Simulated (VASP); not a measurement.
# W (Im-3m) in VASP: notebook

One crystal, W, is run at these levels: PBE; tasks: relaxation of cell and atoms.

Program: VASP 6.6.1. These are calculated values, not measurements. Logs are shortened: lines on timing, memory, paths and dates and some standing lists are left out, and cuts for length are marked.

## Step 1: The crystal as given

It takes space group Im-3m (No. 229, cubic). Conventional cell: a = 3.165 Å, b = 3.165 Å, c = 3.165 Å, α = 90.00°, β = 90.00°, γ = 90.00°. W (site symmetry m-3m) has 8 W at 2.74 Å as nearest neighbours.

## Step 2: Relaxation of cell and atoms, PBE

INCAR

```
PREC = Accurate
ENCUT = 520
EDIFF = 1E-7
ISMEAR = 0
SIGMA = 1.0
LREAL = False
LASPH = True
NELM = 100
ALGO = Normal
ISIF = 3
LWAVE = False
LCHARG = False
GGA = PE
IBRION = 2
NSW = 80
EDIFFG = -0.002
```

KPOINTS

```
Automatic mesh
0
Gamma
  18 18 18
```

POSCAR

```
W
1.0
   -1.5823450000      1.5823450000      1.5823450000
    1.5823450000     -1.5823450000      1.5823450000
    1.5823450000      1.5823450000     -1.5823450000
W
1
Direct
    0.0000000000      0.0000000000      0.0000000000
```

Potentials or basis: VASP PAW PBE potentials, release 64 (W_sv).

Run with:

```
> cat potpaw_PBE.64/W_sv/POTCAR > POTCAR
> mpirun -np 1 vasp_std > vasp.out
```

OUTCAR:

```text
PREC = Accurate
   ENCUT = 520
   EDIFF = 1E-7
   ISMEAR = 0
   LREAL = False
   LASPH = True
   NELM = 100
   ISIF = 3
   GGA = PE
   IBRION = 2
   NSW = 80
   EDIFFG = -0.002

 ion  position               nearest neighbor table
   1  0.000  0.000  0.000-

  LATTYP: Found a body centered cubic cell.
 ALAT       =     3.1646900000

  Lattice vectors:

 A1 = (  -1.5823450000,   1.5823450000,   1.5823450000)
 A2 = (   1.5823450000,  -1.5823450000,   1.5823450000)
 A3 = (   1.5823450000,   1.5823450000,  -1.5823450000)

Analysis of symmetry for initial positions (statically):
=====================================================================
 Subroutine PRICEL returns:
 Original cell was already a primitive cell.

 Routine SETGRP: Setting up the symmetry group for a
 body centered cubic supercell.

 Subroutine GETGRP returns: Found 48 space group operations
 (whereof 48 operations were pure point group operations)
 out of a pool of 48 trial point group operations.

The static configuration has the point symmetry O_h .

Analysis of symmetry for dynamics (positions and initial velocities):
=====================================================================
 Subroutine PRICEL returns:
 Original cell was already a primitive cell.

 Routine SETGRP: Setting up the symmetry group for a
 body centered cubic supercell.

 Subroutine GETGRP returns: Found 48 space group operations
 (whereof 48 operations were pure point group operations)
 out of a pool of 48 trial point group operations.

The dynamic configuration has the point symmetry O_h .

 Subroutine INISYM returns: Found 48 space group operations
 (whereof 48 operations are pure point group operations),
 and found     1 'primitive' translations

----------------------------------------------------------------------------------------

                                     Primitive cell

  volume of cell :      15.8476

  direct lattice vectors                    reciprocal lattice vectors
    -1.582345000  1.582345000  1.582345000     0.000000000  0.315986716  0.315986716
     1.582345000 -1.582345000  1.582345000     0.315986716  0.000000000  0.315986716
     1.582345000  1.582345000 -1.582345000     0.315986716  0.315986716  0.000000000

  length of vectors
     2.740701935  2.740701935  2.740701935     0.446872699  0.446872699  0.446872699

  position of ions in fractional coordinates (direct lattice)
     0.000000000  0.000000000  0.000000000

  ion indices of the primitive-cell ions
   primitive index   ion index
                 1           1
[... 86 lines left out ...]
   EFERMI =   0.00;   METHOD = LEGACY
   ISMEAR =     0;   SIGMA  =   1.00  broadening in eV -4-tet -1-fermi 0-gaus
   EFERMI_NEDOS =   21; number of points for ismear=-14 and -15
   IALGO  =     38    algorithm
   IMIX   =      4    mixing-type and parameters
     AMIX     =   0.40;   BMIX     =  1.00
     AMIX_MAG =   1.60;   BMIX_MAG =  1.00
  volume/ion in A,a.u.               =      15.85       106.94
  Fermi-wavevector in a.u.,A,eV,Ry     =   1.570832  2.968442 33.572544  2.467512
  Thomas-Fermi vector in A             =   2.672506
   LORBIT       =      0    0 simple, 1 ext, 2 COOP (PROOUT), +10 PAW based schemes
   GGA     = PE    functional components
   LHFCALC =     F    Hartree Fock is set to
   AEXX    =    0.0000 exact exchange contribution
   IVDW    =     0    specifies the selected vdW correction
   LEPSILON=     F    determine dielectric tensor
   LRPA    =     F    only Hartree local field effects (RPA)
 conjugate gradient relaxation of ions
 non-spin polarized calculation
 Gauss-broadening in eV      SIGMA  =   1.00
  energy-cutoff  :      520.00
  volume of cell :       15.85
 maximum number of plane-waves:       440
   NGX = 11   NGY = 11   NGZ = 11

--------------------------------------- Ionic step        1  -------------------------------------------

 number of electron      14.0000004 magnetization

 Free energy of the ion-electron system (eV)
  ---------------------------------------------------
  ext. energy  EPLUGINS =         0.00000000
  ---------------------------------------------------
  free energy    TOTEN  =       -13.07266614 eV

  energy without entropy =      -12.80000401  energy(sigma->0) =      -12.93633507

------------------------ aborting loop because EDIFF is reached ----------------------------------------

  FORCE on cell =-STRESS in cart. coord.  units (eV):
  Direction    XX          YY          ZZ          XY          YZ          ZX
  --------------------------------------------------------------------------------------
  -------------------------------------------------------------------------------------
  Total        0.7040398      0.7040398      0.7040398      0.0000000     -0.0000000      0.0000000
  in kB       71.1777555     71.1777555     71.1777555      0.0000000     -0.0000000      0.0000000
  external PRESSURE =      71.1777555 kB  Pullay stress =       0.0000000 kB
[... 22 lines left out ...]
--------------------------------------- Ionic step        2  -------------------------------------------

 number of electron      14.0000002 magnetization

 E-fermi :   9.9544     XC(G=0): -13.0787

 val. band max:        9.9434776642   @ k =  -0.2778   0.2778   0.1667
 cond. band min:       9.9545780927   @ k =   0.5000   0.5000   0.0556
 fundamental gap:      0.0111004284
 Fermi energy:         9.9544490802

 k-point     1 :       0.0000    0.0000    0.0000
  band No.  band energies     occupation
      1     -64.2341      2.00000
      2     -27.9248      2.00000
      3     -27.9248      2.00000
      4     -27.9248      2.00000
      5       0.9753      2.00000
      6       8.9911      1.82693
      7       8.9911      1.82693
      8       8.9911      1.82693
      9      12.0927      0.00250
     10      12.0927      0.00250
     11      24.3259      0.00000
[... 391 lines left out ...]
--------------------------------------- Ionic step        4  -------------------------------------------

 number of electron      13.9999999 magnetization

 Free energy of the ion-electron system (eV)
  ---------------------------------------------------
  ext. energy  EPLUGINS =         0.00000000
  ---------------------------------------------------
  free energy    TOTEN  =       -13.08061437 eV

  energy without entropy =      -12.80044024  energy(sigma->0) =      -12.94052731

 E-fermi :  11.0300     XC(G=0): -13.5090

 val. band max:       11.0122906133   @ k =  -0.1667   0.1667   0.1111
 cond. band min:      11.0732287170   @ k =  -0.4444   0.5000   0.2778
 fundamental gap:      0.0609381036
 Fermi energy:        11.0299547690

 k-point     1 :       0.0000    0.0000    0.0000
  band No.  band energies     occupation
      1     -63.0602      2.00000
      2     -26.6584      2.00000
      3     -26.6584      2.00000
      4     -26.6584      2.00000
      5       1.6065      2.00000
      6       9.9409      1.87647
      7       9.9409      1.87647
      8       9.9409      1.87647
      9      13.3413      0.00108
     10      13.3413      0.00108
     11      25.5812      0.00000
[... 350 lines left out ...]
  FREE ENERGIE OF THE ION-ELECTRON SYSTEM (eV)
  ---------------------------------------------------
  free  energy   TOTEN  =       -13.0806143744 eV

  energy  without entropy=      -12.8004402438  energy(sigma->0) =      -12.94052731

 reached required accuracy - stopping structural energy minimisation
```

OSZICAR:

```text
N       E                     dE             d eps       ncg     rms          rms(c)
DAV:   1     0.785619798562E+02    0.78562E+02   -0.79200E+03  4290   0.145E+03
DAV:   2    -0.120728497925E+02   -0.90635E+02   -0.87634E+02  4602   0.338E+02
[... 33 lines left out ...]
   3 F= -.13080606E+02 E0= -.12940395E+02  d E =-.793940E-02
       N       E                     dE             d eps       ncg     rms          rms(c)
DAV:   1    -0.130806826329E+02   -0.77120E-04   -0.15960E-03  4413   0.629E-01    0.105E-01
DAV:   2    -0.130806227913E+02    0.59842E-04   -0.89189E-05  4395   0.128E-01    0.235E-02
DAV:   3    -0.130806134308E+02    0.93605E-05   -0.27376E-05  4497   0.687E-02    0.185E-02
DAV:   4    -0.130806144273E+02   -0.99651E-06   -0.66497E-07  4404   0.110E-02    0.226E-03
DAV:   5    -0.130806143744E+02    0.52941E-07   -0.49622E-08  2396   0.294E-03
   4 F= -.13080614E+02 E0= -.12940527E+02  d E =-.794823E-02
```

CONTCAR:

```text
W
   1.00000000000000
    -1.5944495531908245    1.5944495531908245    1.5944495531908245
     1.5944495531908245   -1.5944495531908245    1.5944495531908245
     1.5944495531908245    1.5944495531908245   -1.5944495531908245
  W
     1
Direct
     0.0000000000000000    0.0000000000000000    0.0000000000000000

  0.00000000E+00  0.00000000E+00  0.00000000E+00
```

It took 40 s on 1 thread of Intel Xeon Platinum 8488C (Sapphire Rapids), shared host; peak memory 0.16 GiB.

What came out:

| Property | Result |
| --- | --- |
| Free energy | -13.0806 eV |
| Relaxed volume | 16.21 Å³/atom |
| Relaxed cell | a = 2.762 Å, b = 2.762 Å, c = 2.762 Å, α = 109.47°, β = 109.47°, γ = 109.47° |
| Space group after relaxing (to 0.05 Å) | Im-3m (No. 229) |
| Energy gained by relaxing | 7.9 meV/atom |
| Ionic steps | 4 |
| Pressure after relaxing | 0.0 GPa |
| Band gap on the k mesh | none (metal or under the smearing width) |

Step by step:
| step | energy change (eV) | largest force (eV/Å) | pressure (GPa) | volume (Å³) |
| --- | --- | --- | --- | --- |
| 1 | 0.0000 | 0.0000 | 7.12 | 15.85 |
| 2 | 0.0766 | 0.0000 | -19.37 | 17.52 |
| 3 | -0.0079 | 0.0000 | -0.22 | 16.23 |
| 4 | -0.0079 | 0.0000 | -0.01 | 16.21 |

Final structure:
```xyz
1
Lattice="-1.5944 1.5944 1.5944 1.5944 -1.5944 1.5944 1.5944 1.5944 -1.5944" Properties=species:S:1:pos:R:3 pbc="T T T"
W     0.0000    0.0000    0.0000
```

Levels at points of the mesh, in eV from the Fermi level:
```csv
k point,band 5,band 6,band 7,band 8,band 9,band 10
"(0.00, 0.00, 0.00)",-9.42,-1.09,-1.09,-1.09,2.31,2.31
"(0.50, 0.00, 0.00)",-6.04,-3.36,0.69,2.19,3.15,6.06
"(0.50, 0.50, 0.50)",-5.56,-5.56,5.11,5.11,5.11,8.16
```

Spin-orbit coupling is left out, which matters for the levels of W. Zero-point motion and thermal expansion aren't in these numbers.

## Step 3: Relaxation of cell and atoms, PBE

This run uses another cell than the first one, of 16.21 Å³/atom, 1.023 times its volume.

INCAR is that of step 2.

KPOINTS is that of step 2.

POSCAR

```
W                                       
1.0
   -1.5944495532      1.5944495532      1.5944495532
    1.5944495532     -1.5944495532      1.5944495532
    1.5944495532      1.5944495532     -1.5944495532
  W             
     1
Direct
     0.0000000000000000    0.0000000000000000    0.0000000000000000
```

Potentials or basis: VASP PAW PBE potentials, release 64 (W_sv).

Run with:

```
> cat potpaw_PBE.64/W_sv/POTCAR > POTCAR
> mpirun -np 1 vasp_std > vasp.out
```

OUTCAR:

```text
PREC = Accurate
   ENCUT = 520
   EDIFF = 1E-7
   ISMEAR = 0
   LREAL = False
   LASPH = True
   NELM = 100
   ISIF = 3
   GGA = PE
   IBRION = 2
   NSW = 80
   EDIFFG = -0.002

 ion  position               nearest neighbor table
   1  0.000  0.000  0.000-

  LATTYP: Found a body centered cubic cell.
 ALAT       =     3.1888991064

  Lattice vectors:

 A1 = (  -1.5944495532,   1.5944495532,   1.5944495532)
 A2 = (   1.5944495532,  -1.5944495532,   1.5944495532)
 A3 = (   1.5944495532,   1.5944495532,  -1.5944495532)

Analysis of symmetry for initial positions (statically):
=====================================================================
 Subroutine PRICEL returns:
 Original cell was already a primitive cell.

 Routine SETGRP: Setting up the symmetry group for a
 body centered cubic supercell.

 Subroutine GETGRP returns: Found 48 space group operations
 (whereof 48 operations were pure point group operations)
 out of a pool of 48 trial point group operations.

The static configuration has the point symmetry O_h .

Analysis of symmetry for dynamics (positions and initial velocities):
=====================================================================
 Subroutine PRICEL returns:
 Original cell was already a primitive cell.

 Routine SETGRP: Setting up the symmetry group for a
 body centered cubic supercell.

 Subroutine GETGRP returns: Found 48 space group operations
 (whereof 48 operations were pure point group operations)
 out of a pool of 48 trial point group operations.

The dynamic configuration has the point symmetry O_h .

 Subroutine INISYM returns: Found 48 space group operations
 (whereof 48 operations are pure point group operations),
 and found     1 'primitive' translations

----------------------------------------------------------------------------------------
[... 112 lines left out ...]
  volume/ion in A,a.u.               =      16.21       109.42
  Fermi-wavevector in a.u.,A,eV,Ry     =   1.558906  2.945906 33.064734  2.430189
  Thomas-Fermi vector in A             =   2.662343
   LORBIT       =      0    0 simple, 1 ext, 2 COOP (PROOUT), +10 PAW based schemes
   GGA     = PE    functional components
   LHFCALC =     F    Hartree Fock is set to
   AEXX    =    0.0000 exact exchange contribution
   IVDW    =     0    specifies the selected vdW correction
   LEPSILON=     F    determine dielectric tensor
   LRPA    =     F    only Hartree local field effects (RPA)
 conjugate gradient relaxation of ions
 non-spin polarized calculation
 Gauss-broadening in eV      SIGMA  =   1.00
  energy-cutoff  :      520.00
  volume of cell :       16.21
 maximum number of plane-waves:       466
 NGX is ok and might be reduce to    24
   NGX = 11   NGY = 11   NGZ = 11

 number of electron      14.0000002 magnetization

 Free energy of the ion-electron system (eV)
  ---------------------------------------------------
  ext. energy  EPLUGINS =         0.00000000
  ---------------------------------------------------
  free energy    TOTEN  =       -13.08084993 eV

  energy without entropy =      -12.80067460  energy(sigma->0) =      -12.94076227

 E-fermi :  11.0299     XC(G=0): -13.5090

 val. band max:       11.0122567180   @ k =  -0.1667   0.1667   0.1111
 cond. band min:      11.0732140180   @ k =  -0.4444   0.5000   0.2778
 fundamental gap:      0.0609572999
 Fermi energy:        11.0299370655

 k-point     1 :       0.0000    0.0000    0.0000
  band No.  band energies     occupation
      1     -63.0602      2.00000
      2     -26.6585      2.00000
      3     -26.6585      2.00000
      4     -26.6585      2.00000
      5       1.6066      2.00000
      6       9.9409      1.87647
      7       9.9409      1.87647
      8       9.9409      1.87647
      9      13.3413      0.00108
     10      13.3413      0.00108
     11      25.5812      0.00000
[... 309 lines left out ...]
 k-point    24 :       0.3889    0.1111    0.0000
  band No.  band energies     occupation
      1     -62.9386      2.00000
      2     -27.7813      2.00000
      3     -27.0811      2.00000
      4     -26.7174      2.00000
      5       5.4170      2.00000
      6       7.8148      1.99999
      7      10.5026      1.54417
      8      13.1063      0.00332
      9      14.3918      0.00000
     10      17.3663      0.00000
     11      21.7332      0.00000

 [... further k-points ...]
[... 5 lines left out ...]
  --------------------------------------------------------------------------------------
  -------------------------------------------------------------------------------------
  Total       -0.0002574     -0.0002574     -0.0002574      0.0000000     -0.0000000      0.0000000
  in kB       -0.0254380     -0.0254380     -0.0254380      0.0000000     -0.0000000      0.0000000
  external PRESSURE =      -0.0254380 kB  Pullay stress =       0.0000000 kB

 VOLUME and BASIS-vectors are now :
 -----------------------------------------------------------------------------
  energy-cutoff  :      520.00
  volume of cell :       16.21
      direct lattice vectors                 reciprocal lattice vectors
    -1.594449553  1.594449553  1.594449553     0.000000000  0.313587845  0.313587845
     1.594449553 -1.594449553  1.594449553     0.313587845  0.000000000  0.313587845
     1.594449553  1.594449553 -1.594449553     0.313587845  0.313587845  0.000000000

 POSITION                                       TOTAL-FORCE (eV/Angst)
 -----------------------------------------------------------------------------------
      0.00000      0.00000      0.00000         0.000000      0.000000      0.000000
 -----------------------------------------------------------------------------------
    total drift:                                0.000000      0.000000      0.000000

  FREE ENERGIE OF THE ION-ELECTRON SYSTEM (eV)
  ---------------------------------------------------
  free  energy   TOTEN  =       -13.0808499345 eV

  energy  without entropy=      -12.8006746018  energy(sigma->0) =      -12.94076227

 reached required accuracy - stopping structural energy minimisation
```

OSZICAR:

```text
N       E                     dE             d eps       ncg     rms          rms(c)
DAV:   1     0.779185570621E+02    0.77919E+02   -0.79642E+03  4306   0.146E+03
DAV:   2    -0.120507786513E+02   -0.89969E+02   -0.86984E+02  4625   0.336E+02
DAV:   3    -0.136903837437E+02   -0.16396E+01   -0.16206E+01  4972   0.443E+01
DAV:   4    -0.136995234615E+02   -0.91397E-02   -0.91368E-02  4645   0.357E+00
DAV:   5    -0.136995955385E+02   -0.72077E-04   -0.72076E-04  4812   0.326E-01    0.200E+01
DAV:   6    -0.132084709516E+02    0.49112E+00   -0.59196E-01  4578   0.102E+01    0.786E+00
DAV:   7    -0.130848082152E+02    0.12366E+00   -0.30288E-01  4752   0.682E+00    0.623E-01
DAV:   8    -0.130808515147E+02    0.39567E-02   -0.37226E-03  4407   0.919E-01    0.729E-02
DAV:   9    -0.130808540113E+02   -0.24966E-05   -0.10076E-04  4953   0.133E-01    0.469E-02
DAV:  10    -0.130808495533E+02    0.44580E-05   -0.14172E-05  4620   0.551E-02    0.846E-03
DAV:  11    -0.130808501323E+02   -0.57895E-06   -0.17946E-07  3974   0.551E-03    0.647E-04
DAV:  12    -0.130808499350E+02    0.19729E-06   -0.89751E-09  2349   0.123E-03    0.825E-05
DAV:  13    -0.130808499345E+02    0.41723E-09   -0.74923E-10  2256   0.401E-04
   1 F= -.13080850E+02 E0= -.12940762E+02  d E =-.130808E+02
```

Run time: 16 s. Hardware: 1 thread of Intel Xeon Platinum 8488C (Sapphire Rapids), shared host; peak memory 0.17 GiB.

Results:

```
Free energy             : -13.0808 eV
Pressure after relaxing : 0.0 GPa
Band gap on the k mesh  : none (metal or under the smearing width)
```

Final structure:
```xyz
1
Lattice="-1.5944 1.5944 1.5944 1.5944 -1.5944 1.5944 1.5944 1.5944 -1.5944" Properties=species:S:1:pos:R:3 pbc="T T T"
W     0.0000    0.0000    0.0000
```

Caveat: the relaxation stopped at its first step, so nothing moved.
